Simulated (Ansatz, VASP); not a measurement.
Two plane-wave programs on NaI

```
CELL_PARAMETERS angstrom
0.13322 3.67642 3.67642
3.67642 0.13322 3.67642
3.67642 3.67642 0.13322
ATOMIC_POSITIONS crystal
Na 0.00352 0.00352 0.00352
I 0.24648 0.24648 0.24648
```

Change from the starting cell: shear_111 strain +5.6%.

Alike in both runs: task single point; functional r2SCAN; k mesh 6 × 6 × 6; no spin polarisation.

|  | VASP | Ansatz |
| --- | --- | --- |
| version | VASP 6.6.1 | Ansatz 0.2.0 |
| potentials or method | VASP PAW PBE potentials, release 64 (Na_pv, I) | plane waves, PAW |
| plane-wave cutoff (eV) | 520 | 500 |
| occupations | gaussian, width 0.01 eV | fixed |
| valence electrons in the cell | 14 | 26 |

Ansatz gave:

```
gap on the k mesh at the Fermi level (eV)       : 4.26
pressure (GPa)                                  : -0.6
largest component of the traceless stress (GPa) : 0.14
rms of the force components (eV/Å)              : 0.000
```

What did VASP give for the same quantities?

gap on the k mesh at the Fermi level (eV): 4.26; pressure (GPa): -0.6; largest component of the traceless stress (GPa): 0.14; rms of the force components (eV/Å): 0.004.

Atom by atom the forces differ by 0.004 eV/Å (rms over components). The two sets of potentials don't hold the same shells in valence.

Caveats: the PAW data sets were made with another functional, which shifts forces and pressure a little (VASP); spin-orbit coupling is left out, which moves the levels of the heavy elements.
